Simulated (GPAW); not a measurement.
The system is MgO.

```
Mg O
1.0
     0.00000    2.09700    2.09700
     2.09700    0.00000    2.09700
     2.09700    2.09700    0.00000
Mg O
1 1
Direct
  0.00000 0.00000 0.00000
  0.50000 0.50000 0.50000
```

The cell is a database's computed one.

Base run:

* Program: GPAW 26.7.0
* Functional: PBE
* Potentials or basis: GPAW PAW data sets (gpaw-data 1.2.1)
* Cutoff: 800 eV
* Basis: pw
* k mesh: 11 × 11 × 11
* Occupations: fermi-dirac, width 0.05 eV
* Spin: no spin polarisation

Its results: band gap on the k mesh 4.89 eV, direct; pressure 7.0 GPa.

Task: The run is repeated on the same cell with these changes: functional from PBE to TPSS. What comes out?

Result: Band gap on the k mesh 4.99 eV, direct; pressure 5.6 GPa.

Caveats: an odd mesh through Γ misses points on the zone boundary, where band edges often lie; the PAW data sets were made with another functional, which shifts forces and pressure a little (some runs).

Not every run made on this cell is shown here.
